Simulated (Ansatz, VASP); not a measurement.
# C: VASP beside Ansatz

The input INCAR:

```
  PREC = Accurate
  ENCUT = 520
  EDIFF = 1E-6
  ISMEAR = -1
  SIGMA = 0.05
  LREAL = False
  LASPH = True
  NELM = 100
  ALGO = Normal
  ISIF = 2
  LWAVE = False
  LCHARG = False
  GGA = PE
  NBANDS = 26
```

File KPOINTS:

```
Automatic mesh
0
Gamma
  12 12 4
```

Contents of POSCAR:

```
C
1.0
    2.5221000000      0.0000000000      0.0000000000
   -1.2610500000      2.1842026709      0.0000000000
    0.0000000000      0.0000000000      8.2371000000
C
8
Direct
    0.6666666667      0.3333333333      0.8437500000
    0.3333333333      0.6666666667      0.3437500000
    0.6666666667      0.3333333333      0.6562500000
    0.3333333333      0.6666666667      0.1562500000
    0.0000000000      0.0000000000      0.9062500000
    0.0000000000      0.0000000000      0.4062500000
    0.0000000000      0.0000000000      0.5937500000
    0.0000000000      0.0000000000      0.0937500000
```

Contents of input.yaml:

```yaml
crystal:
  lattice:
    - [2.5221, 0.0, 0.0]
    - [-1.26105, 2.1842026709, 0.0]
    - [0.0, 0.0, 8.2371]
  atoms:
    - { symbol: C, position: [0.6666666667, 0.3333333333, 0.84375] }
    - { symbol: C, position: [0.3333333333, 0.6666666667, 0.34375] }
    - { symbol: C, position: [0.6666666667, 0.3333333333, 0.65625] }
    - { symbol: C, position: [0.3333333333, 0.6666666667, 0.15625] }
    - { symbol: C, position: [0.0, 0.0, 0.90625] }
    - { symbol: C, position: [0.0, 0.0, 0.40625] }
    - { symbol: C, position: [0.0, 0.0, 0.59375] }
    - { symbol: C, position: [0.0, 0.0, 0.09375] }
hamiltonian:
  xc: pbe
  pseudopotentials: { kind: paw, accuracy: standard }
kpoints:
  mp_grid: { grid: [12, 12, 4] }
  band_path:
    path:
      - [[0.0, 0.0, 0.0], [0.5, 0.0, 0.0], [0.3333333333, 0.3333333333, 0.0], [0.0, 0.0, 0.0], [0.0, 0.0, 0.5], [0.5, 0.0, 0.5], [0.3333333333, 0.3333333333, 0.5], [0.0, 0.0, 0.5]]
      - [[0.5, 0.0, 0.5], [0.5, 0.0, 0.0]]
      - [[0.3333333333, 0.3333333333, 0.0], [0.3333333333, 0.3333333333, 0.5]]
    npoints: 10
scf:
  occupations: { method: fermi_dirac, width: 0.05 }
  n_extra_bands: 20
output:
  forces: true
  stress: true
  eigenvalues: true
  fatbands: false
  write_density: true
  write_potential: true
  elf: true
  volumetric_format: npy
```

This is a hexagonal form of diamond, not graphite.

Alike in both runs: functional PBE; k mesh 12 × 12 × 4; occupations fermi-dirac, width 0.05 eV; no spin polarisation.

|  | VASP | Ansatz |
| --- | --- | --- |
| version | VASP 6.6.1 | Ansatz 0.2.0 |
| potentials or method | VASP PAW PBE potentials, release 64 (C) | SSSP efficiency PAW |
| plane-wave cutoff (eV) | 520 | 612 |
| valence electrons in the cell | 32 | 32 |
| task | single point | band structure |

```csv
,VASP,Ansatz,Ansatz less VASP
gap on the k mesh at the Fermi level (eV),4.41,4.43,+0.017
least direct gap on the mesh (eV),5.18,5.20,+0.014
pressure (GPa),2.9,2.7,-0.19
largest component of the traceless stress (GPa),8.20,8.20,+0.003
rms of the force components (eV/Å),0.187,0.187,-0.0002
```

Atom by atom the forces differ by 0.000 eV/Å (rms over components). With one functional, cell and mesh, what is left measures potentials, basis and numerics.

A k mesh can miss the band edges. Expect the measured gap to be larger: semilocal functionals such as PBE lack the derivative discontinuity.
